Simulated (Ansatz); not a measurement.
# Lower states of Co: further starts and searches

Aim: test whether Co has a self-consistent state below the best one that plain SCF starts reached, by the runs listed below. Co is taken in the deposited crystal structure (space group P6_3/mmc, primitive cell doubled), 4 atoms in the cell. Source: COD entry 9011615; the sample's temperature and pressure aren't taken into account.

Program: Ansatz 0.2.0. Level of theory: DFT PBE, PAW, plane waves, scalar-relativistic. These are calculated values, not measurements.

### 1 The starting structure

Symmetry: P6_3/mmc, No. 194, hexagonal system. Conventional cell: a = 2.519 Å, b = 2.519 Å, c = 4.091 Å, α = 90.00°, β = 90.00°, γ = 120.00°. Around Co (site symmetry -6m2) lie 12 Co at 2.51 to 2.52 Å.

Structure file:

```cif
data_structure
_symmetry_space_group_name_H-M 'P6_3/mmc'
_symmetry_Int_Tables_number 194
_cell_length_a 2.5190
_cell_length_b 2.5190
_cell_length_c 4.0910
_cell_angle_alpha 90.000
_cell_angle_beta 90.000
_cell_angle_gamma 120.000
_cell_volume 22.48
loop_
_atom_site_label
_atom_site_type_symbol
_atom_site_symmetry_multiplicity
_atom_site_Wyckoff_symbol
_atom_site_fract_x
_atom_site_fract_y
_atom_site_fract_z
_atom_site_occupancy
Co1 Co 2 c 0.33333 0.66667 0.25000 1
```

Labels such as Co4 number the atoms in the order of the input file.

Known so far: 10 plain starts ended in 4 states. The lowest came from “parallel moments, plain SCF [Co1 3.00, Co2 3.00, Co3 3.00, Co4 3.00 μB]”: ferromagnetic, site moments Co1 1.71, Co2 1.71, Co3 1.71, Co4 1.71 μB, total 6.53 μB per cell, no gap on the k-mesh, free energy -20504.6289 eV.

Runs to come: parallel moments, default search for lower states; opposed moments +--+, default search for lower states; the moments typed in its input, symmetry off, plain SCF; the moments typed in its input, standard search for lower states.

A plain SCF has the search for lower states switched off and ends at the first converged state. The default search lets the program follow hints of a lower state (another filling of open shells, a soft direction), where it sees any. The standard and full searches may also try other magnetic orders and fillings, and need not reach the lowest state. With a search on, the program may also reshape the start on open shells. 

Site moments are integrals over atomic spheres and don't add up to the total.

### 2 Parallel moments, default search for lower states

input.yaml

```yaml
crystal:
  lattice:
    - [-2.51900087, 0.0, 0.0]
    - [1.25950043, -2.18151875, -4.091]
    - [1.25950043, -2.18151875, 4.091]
  atoms:
    - { symbol: Co, position: [0.66666667, 0.54166667, 0.79166667], spin: 3.0 }
    - { symbol: Co, position: [0.66666667, 0.04166667, 0.29166667], spin: 3.0 }
    - { symbol: Co, position: [0.33333333, 0.95833333, 0.70833333], spin: 3.0 }
    - { symbol: Co, position: [0.33333333, 0.45833333, 0.20833333], spin: 3.0 }
magnetization:
  spin_polarized: true
hamiltonian:
  xc: pbe
  pseudopotentials: { kind: paw }
basis:
  ecutwfc: 420
kpoints:
  mp_grid: { grid: [11, 6, 6] }
scf:
  occupations: { method: fermi_dirac, width: 0.1 }
output:
  forces: true
  stress: true
  write_density: true
  write_potential: true
  elf: true
  volumetric_format: npy
```

Command:

```console
$ ansatz run input.yaml --threads 2 --pin off --max-ram 5120MiB --backend cpu --events-out ev --progress --plain --runs-dir out
```

The log of the run:

```text
Warning: crystal.symmetry: narrowed to the stabiliser of the k-point mesh — unitary ops 16 → 8; excluded 8 operations that carry a point of the 11×6×6 mesh (shift [0, 0, 0]) off the mesh (the run samples exactly the mesh kpoints.mp_grid names, as under crystal.symmetry.detect: false, and its converged state has the mesh's symmetry, not the crystal's; ε∞, the Born charges and the force constants of a linear response (`dielectric:` by the response, `phonons.method: dfpt`) are averaged over those of the crystal's operations that the state keeps within a tolerance, where `mesh_tensors`, `unaveraged_element` or `gamma_mean_max_change_ev_ang2` stands beside them; a row that `dielectric.field_direction` solves alone is averaged likewise, with nothing beside; a Γ-centred mesh of equal divisions is mapped onto itself by every operation and keeps the whole group, as does a half-shifted one under kpoints.further_shifts: images)
Engine: ansatz 0.2.0, x86_64-unknown-linux-gnu
Pseudopotentials: kind: paw
Pseudopotential: Co, paw, valence charge 17, recommended cutoff 420 eV (normal), Co.paw.azcp
Functional definition: PBE
  parameter kappa = 0.804
  parameter beta = 0.06672455060314922
  exchange = pbe_x(kappa = kappa, mu = beta*pi^2/3)
  correlation = pbe_c(beta = beta)
Crystal: 4 atoms, lattice volume = 44.962 Å³
Basis set: ecut = 420 eV, 891 PW (Γ), exchange–correlation on 36×72×72 points (8 copies of the dense FFT grid, shifted against one another)
Bands: 48, of which v1, the nominal top of the filled ones, is band 34 counted from 1 (33 counted from 0)
Symmetry: 8 space group operations
k-points: 118 of 396
Non-local potential: Co, projectors of the file, l = 0: 3, l = 1: 2, l = 2: 3, l = 3: 1
PAW form: soft (Blöchl's): semilocal exchange-correlation on the pseudo side does not see the compensation charge
PAW one-centre angular grid: Co, 590 points (default); XC on 64 Gauss nodes
Initial density: superposition of atomic densities (chi_scale 0.1, normalization cell)
Starting moments: Σ|m| = 12 μB on 4 of 4 sites
Initial wavefunctions: pseudopotential atomic-orbital guess
Functional: x = pbe(κ = 0.804, μ = 0.2195149727645171), c = pbe(β = 0.06672455060314922)
SCF iter   1: F=—  HF=-20504.068093 eV  |F-HF|=—  |Δ(HF+E_count)|=         —  Δρ=1.75e-1 (↑1.75e-1 ↓6.48e-2)  dr2=4.42e0  dr2_m=5.45e0  M=7.344 μB ∫|m|=7.703 μB  β_m=0.30  ethr=3.10e-3  ⟨swp⟩=6.5  Hψ=38291  notcnv=0  defer=43
Mixer restart at iter 1: flushing history
preconditioner: auto → Kerker (q_TF=auto, 2.923 Å⁻¹)  [metal: Δε(μ)=0.009 eV  Ē_g=10.047 eV  σ=0.100 eV  W_gap=0.02  n_scr=20 (ndim 8)  ℏωp=33.2 eV  f_vac=0.000  D(μ)=3.56/eV (n_scr^D=38)]
spin=Collinear: Kerker preconditioning applied to the charge; magnetization (m = ρ↑ − ρ↓) channel mixes plain (no charge-response kernel on spin).
SCF iter   2: F=—  HF=-20502.430445 eV  |F-HF|=—  |Δ(HF+E_count)|=    1.64e0  Δρ=9.01e-2 (↑9.01e-2 ↓6.88e-2)  dr2=2.89e-1  dr2_m=2.57e0  M=7.284 μB ∫|m|=7.714 μB  β_m=0.48  ethr=3.10e-3  ⟨swp⟩=2.3  Hψ=18525  notcnv=0  defer=718
SCF iter   3: F=—  HF=-20504.046088 eV  |F-HF|=—  |Δ(HF+E_count)|=    1.62e0  Δρ=3.66e-2 (↑3.66e-2 ↓3.56e-2)  dr2=3.73e-3  dr2_m=5.36e-1  M=6.893 μB ∫|m|=7.466 μB  β_m=0.61  ethr=4.25e-4  ⟨swp⟩=2.0  Hψ=17932  notcnv=0  defer=718
SCF iter   4: F=—  HF=-20504.664540 eV  |F-HF|=—  |Δ(HF+E_count)|=   6.18e-1  Δρ=1.82e-2 (↑8.04e-3 ↓1.82e-2)  dr2=2.09e-1  dr2_m=1.32e-2  M=6.565 μB ∫|m|=7.249 μB  β_m=0.81  ethr=5.49e-6  ⟨swp⟩=2.0  Hψ=21484  notcnv=0  defer=718
[... 3 lines left out ...]
SCF iter   8: F=—  HF=-20504.628929 eV  |F-HF|=—  |Δ(HF+E_count)|=   4.33e-5  Δρ=8.72e-5 (↑8.72e-5 ↓4.62e-5)  dr2=3.16e-6  dr2_m=2.10e-7  M=6.535 μB ∫|m|=7.226 μB  β_m=0.99  ethr=2.01e-7  ⟨swp⟩=2.0  Hψ=19413  notcnv=0  defer=756
SCF iter   9: F=—  HF=-20504.628930 eV  |F-HF|=—  |Δ(HF+E_count)|=   3.86e-7  Δρ=7.53e-6 (↑4.67e-6 ↓7.53e-6)  dr2=2.01e-8  dr2_m=1.07e-8  M=6.535 μB ∫|m|=7.226 μB  β_m=0.99  ethr=4.65e-9  ⟨swp⟩=2.0  Hψ=19429  notcnv=0  defer=757
SCF iter  10: F=-20504.628930 eV  HF=-20504.628930 eV  |F-HF|=3.49e-10  |Δ(HF+E_count)|=   2.18e-9  Δρ=1.48e-6 (↑8.37e-7 ↓1.48e-6)  dr2=9.66e-10  dr2_m=1.44e-10  M=6.535 μB ∫|m|=7.226 μB  ethr=2.96e-11  ⟨swp⟩=9.3  Hψ=69024  notcnv=0
SCF 1 converged in 10 iterations: F = -20504.628930 eV  dr2 = 9.66e-10
SCF converged after 10 iterations
Magnetization: 6.5349 μB (37.2675 up, 30.7325 down)
Absolute magnetization: 7.2283 μB (∫|ρ↑−ρ↓|, with the PAW one-centre terms)
Spin contamination: 0.1222 ħ² per cell (⟨S²⟩ above its minimum at these occupations)
Per-site moments (μB) at R_I (Å): [(1.71280068681935, 1.0353003861025165), (1.7128006868193502, 1.0353003861025165), (1.71280068681935, 1.0353003861025165), (1.7128006868193497, 1.0353003861025165)]
Free energy (F): -20504.628930 eV
Harris-Foulkes:  -20504.628930 eV  (|F-HF|=3.49e-10)
Internal energy: -20504.498025 eV  (E = F + TS)
E sigma→0 (E₀):  -20504.563477 eV
Entropy (-TS):   -0.130905 eV (-32.726 meV/atom)
Fermi energy:    17.926402 eV
[... 31 lines left out: energy terms, forces, stress, bands ...]
```

Run time: 13 s. Hardware: 2 threads of Intel Xeon 6975P-C (Granite Rapids), shared host; peak memory 0.72 GiB.

The run ends in the same state as step 1 (ferromagnetic); it took 10 iterations.

### 3 Opposed moments +--+, default search for lower states

input.yaml

```yaml
crystal:
  lattice:
    - [-2.51900087, 0.0, 0.0]
    - [1.25950043, -2.18151875, -4.091]
    - [1.25950043, -2.18151875, 4.091]
  atoms:
    - { symbol: Co, position: [0.66666667, 0.54166667, 0.79166667], spin: 3.0 }
    - { symbol: Co, position: [0.66666667, 0.04166667, 0.29166667], spin: -3.0 }
    - { symbol: Co, position: [0.33333333, 0.95833333, 0.70833333], spin: -3.0 }
    - { symbol: Co, position: [0.33333333, 0.45833333, 0.20833333], spin: 3.0 }
magnetization:
  spin_polarized: true
hamiltonian:
  xc: pbe
  pseudopotentials: { kind: paw }
basis:
  ecutwfc: 420
kpoints:
  mp_grid: { grid: [11, 6, 6] }
scf:
  occupations: { method: fermi_dirac, width: 0.1 }
output:
  forces: true
  stress: true
```

Command:

```console
$ ansatz run input.yaml --threads 2 --pin off --max-ram 5120MiB --backend cpu --events-out ev --progress --plain --runs-dir out
```

The log of the run:

```text
Warning: crystal.symmetry: narrowed to the stabiliser of the k-point mesh — unitary ops 4 → 2; excluded 2 operations that carry a point of the 11×6×6 mesh (shift [0, 0, 0]) off the mesh (the run samples exactly the mesh kpoints.mp_grid names, as under crystal.symmetry.detect: false, and its converged state has the mesh's symmetry, not the crystal's; ε∞, the Born charges and the force constants of a linear response (`dielectric:` by the response, `phonons.method: dfpt`) are averaged over those of the crystal's operations that the state keeps within a tolerance, where `mesh_tensors`, `unaveraged_element` or `gamma_mean_max_change_ev_ang2` stands beside them; a row that `dielectric.field_direction` solves alone is averaged likewise, with nothing beside; a Γ-centred mesh of equal divisions is mapped onto itself by every operation and keeps the whole group, as does a half-shifted one under kpoints.further_shifts: images)
[... 11 lines as in an earlier run ...]
Symmetry: 2 space group operations
k-points: 200 of 396
[... 4 lines as in an earlier run ...]
Starting moments: Σ|m| = 12 μB on 4 of 4 sites
[... 2 lines as in an earlier run ...]
spin-down is spin-up translated by (0, 0.5, 0.5): one eigenproblem is solved per k-point and the antiferromagnetic symmetry of the starting moments is kept exactly by this SCF (crystal.symmetry.spin_inversion_symmetry: false solves both channels; [...]
SCF iter   1: F=—  HF=-20504.328958 eV  |F-HF|=—  |Δ(HF+E_count)|=         —  Δρ=2.04e-1 (↑2.04e-1 ↓2.04e-1)  dr2=4.84e0  dr2_m=1.51e1  M=0.000 μB ∫|m|=5.867 μB  β_m=0.30  ethr=3.10e-3  ⟨swp⟩=5.4  Hψ=31871  notcnv=0  defer=280
Mixer restart at iter 1: flushing history
preconditioner: auto → Kerker (q_TF=auto, 2.923 Å⁻¹)  [metal: Δε(μ)=0.001 eV  Ē_g=9.896 eV  σ=0.100 eV  W_gap=0.00  n_scr=20 (ndim 8)  ℏωp=33.2 eV  f_vac=0.000  D(μ)=8.78/eV (n_scr^D=168)]
[... 1 line as in an earlier run ...]
SCF iter   2: F=—  HF=-20501.928933 eV  |F-HF|=—  |Δ(HF+E_count)|=    2.40e0  Δρ=1.31e-1 (↑1.31e-1 ↓1.31e-1)  dr2=2.96e-1  dr2_m=7.00e0  M=0.000 μB ∫|m|=5.919 μB  β_m=0.54  ethr=3.10e-3  ⟨swp⟩=2.3  Hψ=15882  notcnv=0  defer=588
SCF iter   3: F=—  HF=-20503.765732 eV  |F-HF|=—  |Δ(HF+E_count)|=    1.84e0  Δρ=7.11e-2 (↑7.11e-2 ↓7.11e-2)  dr2=1.76e-1  dr2_m=1.98e0  M=0.000 μB ∫|m|=4.862 μB  β_m=0.63  ethr=4.35e-4  ⟨swp⟩=2.8  Hψ=18304  notcnv=0  defer=588
SCF iter   4: F=—  HF=-20503.828672 eV  |F-HF|=—  |Δ(HF+E_count)|=   6.29e-2  Δρ=1.82e-2 (↑1.82e-2 ↓1.82e-2)  dr2=2.69e-1  dr2_m=5.14e-2  M=0.000 μB ∫|m|=4.134 μB  β_m=0.82  ethr=2.59e-4  ⟨swp⟩=2.0  Hψ=18175  notcnv=0  defer=627
SCF iter   5: F=—  HF=-20503.705925 eV  |F-HF|=—  |Δ(HF+E_count)|=   1.23e-1  Δρ=1.35e-2 (↑1.35e-2 ↓1.35e-2)  dr2=1.44e-1  dr2_m=2.34e-3  M=0.000 μB ∫|m|=3.345 μB  β_m=0.91  ethr=2.59e-4  ⟨swp⟩=2.0  Hψ=18573  notcnv=0  defer=627
[... 3 lines left out ...]
SCF iter   9: F=—  HF=-20503.758181 eV  |F-HF|=—  |Δ(HF+E_count)|=   1.81e-6  Δρ=7.76e-5 (↑7.76e-5 ↓7.76e-5)  dr2=2.73e-6  dr2_m=9.38e-7  M=0.000 μB ∫|m|=3.608 μB  β_m=0.99  ethr=8.83e-9  ⟨swp⟩=2.0  Hψ=13708  notcnv=0  defer=649
SCF iter  10: F=—  HF=-20503.758181 eV  |F-HF|=—  |Δ(HF+E_count)|=   3.29e-7  Δρ=2.24e-5 (↑2.24e-5 ↓2.24e-5)  dr2=2.58e-7  dr2_m=9.44e-8  M=0.000 μB ∫|m|=3.608 μB  β_m=1.00  ethr=4.01e-9  ⟨swp⟩=2.3  Hψ=14903  notcnv=0  defer=649
SCF iter  11: F=-20503.758181 eV  HF=-20503.758181 eV  |F-HF|=5.60e-9  |Δ(HF+E_count)|=   1.53e-8  Δρ=4.48e-6 (↑4.48e-6 ↓4.48e-6)  dr2=6.80e-9  dr2_m=1.18e-9  M=0.000 μB ∫|m|=3.607 μB  ethr=1.47e-10  ⟨swp⟩=2.8  Hψ=31982  notcnv=0
SCF 1 converged in 11 iterations: F = -20503.758181 eV  dr2 = 6.80e-9
Initial density: read from a saved state, or passed on in memory by an earlier SCF of this step, an earlier step, the calling program or the single point that the run made first
Starting moments: Σ|m| = 12 μB on 4 of 4 sites; this step starts from the density that it was given
Initial wavefunctions: those read from a saved state, or passed on in memory by an earlier step or the calling program
the translation (0, 0.5, 0.5) carries every atom to within crystal.symmetry.tolerance of an atom of its element with the starting moment reversed, but both spin channels are solved: the run starts from a saved state that isn't shown to keep it, or this solve from the single point that its walk made first
iter 1 solved again at ethr=1.00e-11 eV; its pass at ethr=1.47e-6 eV (dr2=6.81e-9 eV) is discarded
SCF iter   1: F=—  HF=-20503.758181 eV  |F-HF|=—  |Δ(HF+E_count)|=         —  Δρ=4.48e-6 (↑4.48e-6 ↓4.48e-6)  dr2=6.81e-9  dr2_m=1.18e-9  M=-0.000 μB ∫|m|=3.607 μB  ethr=1.00e-11  ⟨swp⟩=1.0  Hψ=80172  notcnv=0
preconditioner: auto → Kerker (q_TF=auto, 2.923 Å⁻¹)  [metal: Δε(μ)=0.001 eV  Ē_g=10.221 eV  σ=0.100 eV  W_gap=0.00  n_scr=20 (ndim 8)  ℏωp=33.2 eV  f_vac=0.000  D(μ)=10.74/eV (n_scr^D=210)]
[... 1 line as in an earlier run ...]
SCF iter   2: F=—  HF=-20504.612145 eV  |F-HF|=—  |Δ(HF+E_count)|=   8.54e-1  Δρ=1.87e-2 (↑1.87e-2 ↓7.32e-3)  dr2=5.05e-2  dr2_m=6.48e-2  M=6.441 μB ∫|m|=7.007 μB  ethr=1.06e-5  ⟨swp⟩=1.0  Hψ=83500  notcnv=0
SCF iter   3: F=—  HF=-20504.628713 eV  |F-HF|=—  |Δ(HF+E_count)|=   1.66e-2  Δρ=1.45e-3 (↑1.45e-3 ↓1.31e-3)  dr2=1.49e-4  dr2_m=7.51e-4  M=6.527 μB ∫|m|=7.203 μB  ethr=2.22e-6  ⟨swp⟩=1.0  Hψ=56606  notcnv=0
SCF iter   4: F=—  HF=-20504.628930 eV  |F-HF|=—  |Δ(HF+E_count)|=   2.17e-4  Δρ=7.54e-5 (↑2.42e-5 ↓7.54e-5)  dr2=3.34e-6  dr2_m=3.30e-7  M=6.535 μB ∫|m|=7.226 μB  ethr=1.47e-6  ⟨swp⟩=1.0  Hψ=40000  notcnv=0
SCF iter   5: F=-20504.628930 eV  HF=-20504.628930 eV  |F-HF|=1.88e-8  |Δ(HF+E_count)|=   1.48e-7  Δρ=6.47e-6 (↑1.61e-6 ↓6.47e-6)  dr2=2.52e-8  dr2_m=3.58e-9  M=6.535 μB ∫|m|=7.226 μB  ethr=1.47e-10  ⟨swp⟩=2.0  Hψ=47237  notcnv=0
SCF iter   6: F=-20504.628930 eV  HF=-20504.628930 eV  |F-HF|=1.86e-8  |Δ(HF+E_count)|=  9.46e-11  Δρ=6.45e-6 (↑1.62e-6 ↓6.45e-6)  dr2=2.50e-8  dr2_m=3.66e-9  M=6.535 μB ∫|m|=7.226 μB  ethr=3.71e-11  ⟨swp⟩=1.0  Hψ=58109  notcnv=0
SCF 2 converged in 6 iterations: F = -20504.628930 eV  dr2 = 2.50e-8
[... 1 line as in an earlier run ...]
iter 1 solved again at ethr=1.47e-10 eV; its pass at ethr=1.47e-6 eV (dr2=9.19e-7 eV) is discarded
SCF iter   1: F=—  HF=-20503.758181 eV  |F-HF|=—  |Δ(HF+E_count)|=         —  Δρ=4.48e-6 (↑4.48e-6 ↓4.48e-6)  dr2=6.82e-9  dr2_m=1.18e-9  M=-0.000 μB ∫|m|=3.607 μB  ethr=1.47e-10  ⟨swp⟩=2.1  Hψ=164689  notcnv=0
eigensolver tolerance schedule: the retry pair's looser diagonalisation over-reported the residual by 133.20 of it (diagonalisation noise at 0.14 of the residual, at the tolerance the schedule requests for it); recorded, not acted on — ethr = c·dr2/N_el stays at c = 1.0e-1
[... 1 line as in an earlier run ...]
SCF iter   2: F=—  HF=-20503.758316 eV  |F-HF|=—  |Δ(HF+E_count)|=   1.35e-4  Δρ=1.06e-3 (↑1.06e-3 ↓1.06e-3)  dr2=8.15e-6  dr2_m=4.58e-4  M=0.094 μB ∫|m|=3.606 μB  ethr=1.47e-6  ⟨swp⟩=1.0  Hψ=52992  notcnv=0
SCF iter   3: F=—  HF=-20504.628869 eV  |F-HF|=—  |Δ(HF+E_count)|=   8.71e-1  Δρ=6.75e-4 (↑5.09e-4 ↓6.75e-4)  dr2=1.67e-4  dr2_m=1.07e-4  M=6.533 μB ∫|m|=7.222 μB  ethr=1.11e-6  ⟨swp⟩=1.0  Hψ=68908  notcnv=0
SCF iter   4: F=—  HF=-20504.628931 eV  |F-HF|=—  |Δ(HF+E_count)|=   6.24e-5  Δρ=2.38e-4 (↑5.27e-5 ↓2.38e-4)  dr2=3.31e-5  dr2_m=4.12e-6  M=6.535 μB ∫|m|=7.226 μB  ethr=5.99e-7  ⟨swp⟩=1.0  Hψ=45055  notcnv=0
this SCF's setup event announced max_iter 4: a cap that the engine derives, which gives way to 183 iterations because this look along open shells stands lower than the state that it set out from. From here on the SCF can send more iterations than it announced.
SCF iter   5: F=—  HF=-20504.628930 eV  |F-HF|=—  |Δ(HF+E_count)|=   6.96e-7  Δρ=1.32e-4 (↑2.72e-5 ↓1.32e-4)  dr2=1.04e-5  dr2_m=1.31e-6  M=6.535 μB ∫|m|=7.226 μB  ethr=6.71e-8  ⟨swp⟩=1.0  Hψ=40000  notcnv=0
SCF iter   6: F=—  HF=-20504.628930 eV  |F-HF|=—  |Δ(HF+E_count)|=   4.15e-7  Δρ=3.04e-5 (↑5.71e-6 ↓3.04e-5)  dr2=5.31e-7  dr2_m=6.52e-8  M=6.535 μB ∫|m|=7.226 μB  ethr=2.08e-8  ⟨swp⟩=1.0  Hψ=40000  notcnv=0
SCF iter   7: F=-20504.628930 eV  HF=-20504.628930 eV  |F-HF|=6.15e-9  |Δ(HF+E_count)|=   2.06e-8  Δρ=3.44e-6 (↑6.34e-7 ↓3.44e-6)  dr2=7.18e-9  dr2_m=9.07e-10  M=6.535 μB ∫|m|=7.226 μB  ethr=1.47e-10  ⟨swp⟩=1.0  Hψ=40000  notcnv=0
SCF iter   8: F=-20504.628930 eV  HF=-20504.628930 eV  |F-HF|=6.16e-9  |Δ(HF+E_count)|=  1.09e-11  Δρ=3.44e-6 (↑6.35e-7 ↓3.44e-6)  dr2=7.18e-9  dr2_m=9.06e-10  M=6.535 μB ∫|m|=7.226 μB  ethr=1.06e-11  ⟨swp⟩=1.0  Hψ=46917  notcnv=0
SCF 3 converged in 8 iterations: F = -20504.628930 eV  dr2 = 7.18e-9
[... 1 line as in an earlier run ...]
iter 1 solved again at ethr=1.06e-11 eV; its pass at ethr=3.10e-3 eV (dr2=7.22e-9 eV) is discarded
SCF iter   1: F=—  HF=-20504.628930 eV  |F-HF|=—  |Δ(HF+E_count)|=         —  Δρ=3.44e-6 (↑6.30e-7 ↓3.44e-6)  dr2=7.18e-9  dr2_m=9.12e-10  M=6.535 μB ∫|m|=7.226 μB  β_m=0.30  ethr=1.06e-11  ⟨swp⟩=1.7  Hψ=57867  notcnv=0
preconditioner: auto → Kerker (q_TF=auto, 2.923 Å⁻¹)  [metal: Δε(μ)=0.005 eV  Ē_g=10.454 eV  σ=0.100 eV  W_gap=0.01  n_scr=20 (ndim 8)  ℏωp=33.2 eV  f_vac=0.000  D(μ)=3.92/eV (n_scr^D=46)]
[... 1 line as in an earlier run ...]
SCF iter   2: F=-20504.628930 eV  HF=-20504.628930 eV  |F-HF|=1.45e-8  |Δ(HF+E_count)|=  3.89e-10  Δρ=5.00e-6 (↑1.67e-6 ↓5.00e-6)  dr2=1.53e-8  dr2_m=1.20e-9  M=6.535 μB ∫|m|=7.226 μB  ethr=1.06e-11  ⟨swp⟩=4.9  Hψ=49671  notcnv=0
SCF 4 converged in 2 iterations: F = -20504.628930 eV  dr2 = 1.53e-8
the run went on to a lower state, not held to the crystal's whole symmetry: an SCF along what the orbitals of the run's state read of its open shells (or to have them read: on a GPU, or by another smearing), with the run's symmetry operations kept and the antiferromagnet's anti-translation given up, reached one 0. [...]
WARN: the starting moments were not kept: 2 of 4 ended reversed and 2 kept their direction, counting a site from 0.1 of the cell's largest site moment. The largest reversed, site 2 (counted from 0, in the order of the report's site_moments_mub), started with -3.0 μB and closes at +1.7e0 μB in its sphere. The starting moments cancel, and the net magnetisation is 6.6e0 μB in size, over 0.1 of its absolute magnetisation of 7.2e0 μB. The SCF closed on another magnetic arrangement than the starting moments describe; that does not show which of the two is lower. This SCF took its magnetisation from a saved state (the deck's checkpoint.read, a session's seed or a resume), or from the single point or search that the run made first, and not from the starting moments. Where the run's atoms have moved since that state, how it is taken is a key of its own (checkpoint.density_extrapolation: follow_atoms, where typed, takes the whole of its magnetisation to them with its atoms, but for some exceptions; the density_extrapolation keyword of a session's seed is the same key). To be rid of a resumed run's state, run its deck in a fresh run directory. To be rid of the state of a single point that the run made first, give starting moments in the input or, where a deck that gives them still makes one, type scf.lower_state_search: off. To try another start, run it without that state.
no probe read this state for a lower one beside it (scf.lower_state_search): an SCF that set out along what the orbitals read of the open shells (or to have them read: on a GPU, or by another smearing), or from atoms, led to it (look_outside_group), and dielectric_reading bears what that SCF, or the last one behin [...]
SCF converged after 2 iterations
Magnetization: 6.5349 μB (37.2675 up, 30.7325 down)
Absolute magnetization: 7.2283 μB (∫|ρ↑−ρ↓|, with the PAW one-centre terms)
Spin contamination: 0.1222 ħ² per cell (⟨S²⟩ above its minimum at these occupations)
Per-site moments (μB) at R_I (Å): [(1.7128119249100904, 1.0353003861025165), (1.7127881098705768, 1.0353003861025165), (1.7127881098705775, 1.0353003861025165), (1.7128119249100904, 1.0353003861025165)]
Free energy (F): -20504.628930 eV
Harris-Foulkes:  -20504.628930 eV  (|F-HF|=1.45e-8)
Internal energy: -20504.498025 eV  (E = F + TS)
E sigma→0 (E₀):  -20504.563477 eV
Entropy (-TS):   -0.130905 eV (-32.726 meV/atom)
Fermi energy:    17.926406 eV
[... 31 lines left out: energy terms, forces, stress, bands ...]
```

It took 3.5 min on 2 threads of Intel Xeon 6975P-C (Granite Rapids), shared host; peak memory 3.1 GiB.

The run ends in the same state as step 1 (ferromagnetic); it took 27 iterations.

(Part 1 of 2 ends here.)
